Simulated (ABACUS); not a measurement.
# BAs (F-43m) in ABACUS: equation of state, part 2 of 2

ABACUS 3.10.1. The steps go on from the part before.

### Step 8. Equation of state, PBEsol, 14.44 Å³/atom (volume scaled by 1.06)

The input, INPUT:

```
INPUT_PARAMETERS
suffix              BAs
calculation         scf
basis_type          pw
pseudo_dir          ./
symmetry            1
dft_functional      pbesol
ecutwfc             84
pseudo_rcut         7
nspin               1
nbands              13
ks_solver           dav
smearing_method     fd
smearing_sigma      0.00367493
scf_thr             1e-08
scf_nmax            100
mixing_type         broyden
mixing_beta         0.7
cal_force           1
cal_stress          1
kpar                4
```

The input, STRU:

```
ATOMIC_SPECIES
As 74.9216 As.upf
B 10.8100 B.upf

LATTICE_CONSTANT
1.8897261246

LATTICE_VECTORS
0.0000000000 2.4353452264 2.4353452264
2.4353452264 0.0000000000 2.4353452264
2.4353452264 2.4353452264 0.0000000000

ATOMIC_POSITIONS
Direct

As
0.0
1
0.7500000000 0.7500000000 0.7500000000 1 1 1

B
0.0
1
0.0000000000 0.0000000000 0.0000000000 1 1 1
```

The input, KPT:

```
K_POINTS
0
Gamma
10 10 10 0 0 0
```

Potentials or basis: PseudoDojo NC SR 0.4.1 PBEsol standard, plane waves.

Run with:

```
$ OMP_NUM_THREADS=1 mpirun -np 4 abacus > log
```

running log:

```text
ABACUS v3.10.1

               Atomic-orbital Based Ab-initio Computation at UStc

 ------------------------------------------------------------------------------------

 READING GENERAL INFORMATION
                           global_out_dir = OUT.BAs/
                           global_in_card = INPUT
                               pseudo_dir = ./
                              orbital_dir =
                                    DSIZE = 4
                                    GSIZE = 1

 READING UNITCELL INFORMATION
                                    ntype = 2
                  lattice constant (Bohr) = 1.88973
              lattice constant (Angstrom) = 1

 READING ATOM TYPE 1
                               atom label = As
                      L=0, number of zeta = 1
                      L=1, number of zeta = 1
                      L=2, number of zeta = 1
             number of atom for this type = 1

 READING ATOM TYPE 2
                               atom label = B
                      L=0, number of zeta = 1
                      L=1, number of zeta = 1
                      L=2, number of zeta = 1
             number of atom for this type = 1

                        TOTAL ATOM NUMBER = 2
DIRECT COORDINATES
    atom                   x                   y                   z     mag                  vx                  vy                  vz
taud_As1            0.7500000000        0.7500000000        0.7500000000  0.0000        0.0000000000        0.0000000000        0.0000000000
taud_B1            0.0000000000        0.0000000000        0.0000000000  0.0000        0.0000000000        0.0000000000        0.0000000000

                          Volume (Bohr^3) = 194.943
                             Volume (A^3) = 28.8876

 Lattice vectors: (Cartesian coordinate: in unit of a_0)
                   +0            +2.43535            +2.43535
             +2.43535                  +0            +2.43535
             +2.43535            +2.43535                  +0
 Reciprocal vectors: (Cartesian coordinate: in unit of 2 pi/a_0)
             -0.20531            +0.20531            +0.20531
             +0.20531            -0.20531            +0.20531
             +0.20531            +0.20531            -0.20531
 The esolver type has been set to : ksdft_pw

                PAO radial cut off (Bohr) = 7

 Read in pseudopotential file is As.upf
                     pseudopotential type = NC
          exchange-correlation functional = PBESOL
                 nonlocal core correction = 1
                        valence electrons = 15
                                     lmax = 2
                           number of zeta = 3
                     number of projectors = 6
                           L of projector = 0
[... 5 lines left out ...]
                PAO radial cut off (Bohr) = 7

 Read in pseudopotential file is B.upf
                     pseudopotential type = NC
          exchange-correlation functional = PBESOL
                 nonlocal core correction = 1
                        valence electrons = 3
                                     lmax = 1
                           number of zeta = 2
                     number of projectors = 4
                           L of projector = 0
                           L of projector = 0
                           L of projector = 1
                           L of projector = 1
     initial pseudo atomic orbital number = 13

 SETUP THE ELECTRONS NUMBER
            electron number of element As = 15
      total electron number of element As = 15
             electron number of element B = 3
       total electron number of element B = 3
            AUTOSET number of electrons:  = 18
                           occupied bands = 9
                                   NBANDS = 13
                                   NLOCAL = 18
[... 139 lines left out ...]

[... K-POINTS DIRECT COORDINATES: 12 rows ...]

 SETUP PLANE WAVES FOR WAVE FUNCTIONS
     energy cutoff for wavefunc (unit:Ry) = 84
              fft grid for wave functions = [ 40, 40, 40 ]
                    number of plane waves = 3119
                         number of sticks = 283

 PARALLEL PW FOR WAVE FUNCTIONS
     PROC   COLUMNS(POT)             PW
        1            283           3119
 --------------- sum -------------------
        1            283           3119

 SETUP NONLOCAL PSEUDOPOTENTIALS IN PLANE WAVE BASIS
 As non-local projectors:
 projector 1 L=0
 projector 2 L=0
 projector 3 L=1
 projector 4 L=1
 projector 5 L=2
 projector 6 L=2
 B non-local projectors:
 projector 1 L=0
 projector 2 L=0
 projector 3 L=1
 projector 4 L=1
      TOTAL NUMBER OF NONLOCAL PROJECTORS = 26

 Init Non-Local PseudoPotential table :
 Init Non-Local-Pseudopotential done.

                                     npwx = 2637

 Make real space PAO into reciprocal space.
       max mesh points in Pseudopotential = 701
     dq(describe PAO in reciprocal space) = 0.01
                                    max q = 1104

 number of pseudo atomic orbitals for As is 3
WARNING: norm of atomic wavefunction # 2 of atomic type As is 0.99998, renormalized
WARNING: norm of atomic wavefunction # 3 of atomic type As is 0.998504, renormalized

 number of pseudo atomic orbitals for B is 2
WARNING: norm of atomic wavefunction # 1 of atomic type B is 0.999867, renormalized
WARNING: norm of atomic wavefunction # 2 of atomic type B is 0.997368, renormalized

 -------------------------------------------
 SELF-CONSISTENT
 -------------------------------------------
                                 init_chg = atomic

 PW ALGORITHM --------------- ION=   1  ELEC=   1--------------------------------
 Notice: Threshold on eigenvalues was too large.
 hsover_error=0.18 > DRHO=0.126622
 Origin diag ethr = 0.01
 New diag ethr = 0.000703458

 Density error is 0.127088182479
                          Error Threshold = 0.000703458156371
----------------------------------------------------------
     Energy           Rydberg                 eV
----------------------------------------------------------
 E_KohnSham     -217.7107641048      -2962.1069077587
 E_Harris       -218.6867215744      -2975.3854903519
 E_Fermi        0.7603907342         10.3456466921
----------------------------------------------------------
[... 63 lines left out ...]
 Density error is 2.85778145733e-09
                          Error Threshold = 2.19598217175e-10
----------------------------------------------------------
     Energy           Rydberg                 eV
----------------------------------------------------------
 E_KohnSham     -217.7418086421      -2962.5292903581
 E_KS(sigma->0) -217.7418086380      -2962.5292903022
 E_Harris       -217.7421614786      -2962.5340909457
 E_band         -16.3713427650       -222.7435455154
 E_one_elec     -106.2446275177      -1445.5323161283
 E_Hartree      62.3329963405        848.0839236434
 E_xc           -49.4279338184       -672.5015402972
 E_Ewald        -124.4022436382      -1692.5793574643
 E_entropy(-TS) -0.0000000082        -0.0000001117
 E_descf        0.0000000000         0.0000000000
 E_exx          0.0000000000         0.0000000000
 E_Fermi        0.8008814347         10.8965509350
----------------------------------------------------------

 charge density convergence is achieved
 final etot is -2962.5292904 eV
 EFERMI = 10.896550935 eV

 STATE ENERGY(eV) AND OCCUPATIONS    NSPIN == 1
 1/12 kpoint (Cartesian) = 0.0000 0.0000 0.0000 (2637 pws)
       1       -25.4715     0.00200000
       2       -25.4715     0.00200000
       3       -25.4715     0.00200000
       4       -25.4558     0.00200000
       5       -25.4558     0.00200000
       6       -4.57928     0.00200000
       7        10.3387     0.00199997
       8        10.3387     0.00199997
       9        10.3387     0.00199997
      10        13.5229    3.08417e-26
      11        13.5229    3.08417e-26
      12        13.5229    3.08417e-26
      13        14.2852    7.37778e-33
[... 61 lines left out ...]
 6/12 kpoint (Cartesian) = 0.10265 0.10265 0.10265 (2512 pws)
       1       -25.4690     0.00800000
       2       -25.4672     0.00800000
       3       -25.4672     0.00800000
       4       -25.4535     0.00800000
       5       -25.4535     0.00800000
       6       -1.90810     0.00800000
       7        1.93505     0.00800000
       8        8.61201     0.00800000
       9        8.61201     0.00800000
      10        12.6633    3.60999e-18
      11        15.0191    1.24563e-38
      12        15.0191    1.24563e-38
      13        18.9705    5.93816e-73

[... levels at 6 further k points ...]

------------------------------------------------------------------------------------------
 TOTAL-FORCE (eV/Angstrom)
------------------------------------------------------------------------------------------
                       As1         0.0000000000         0.0000000000         0.0000000000
                        B1         0.0000000000         0.0000000000         0.0000000000
------------------------------------------------------------------------------------------

----------------------------------------------------------------
 TOTAL-STRESS (KBAR)
----------------------------------------------------------------
       -78.3653403184        -0.0000000000         0.0000000000
        -0.0000000000       -78.3653403184         0.0000000000
        -0.0000000000         0.0000000000       -78.3653403184
----------------------------------------------------------------
 TOTAL-PRESSURE: -78.365340 KBAR

 --------------------------------------------
 !FINAL_ETOT_IS -2962.5292903580825623 eV
 --------------------------------------------
```

Wall time 4.8 s (4 MPI ranks of Intel Xeon 6975P-C (Granite Rapids), shared host); peak memory 0.32 GiB.

Results:

```
Free energy            : -2962.5293 eV
Pressure               : -7.8 GPa
Band gap on the k mesh : 1.15 eV, indirect (least direct gap 3.18 eV)
```

### Step 9. Equation of state, PBEsol

Potentials or basis: PseudoDojo NC SR 0.4.1 PBEsol standard, plane waves.

This step only gathers the single runs of the series.

What came out:

- Equilibrium volume: 13.56 Å³/atom
- Bulk modulus: 140 GPa
- Pressure derivative of the bulk modulus: 4.1

Energy against volume, from the lowest point:
```
volume (Å³/atom)  energy (meV/atom)
          12.809              19.75
          13.081               7.62
          13.354               1.22
          13.626               0.00
          13.899               3.46
          14.171              11.14
          14.444              22.64
```

### Step 10. Against experiment

Step 9. Against the measured bulk modulus of BAs, 148 GPa (quoted in “Basic Physical Properties of Cubic Boron Arsenide”, 2019, arxiv:1911.11281), the calculated 140 GPa is off by -5.3 %. The fit is for a static lattice scaled at fixed shape and fixed fractional positions.
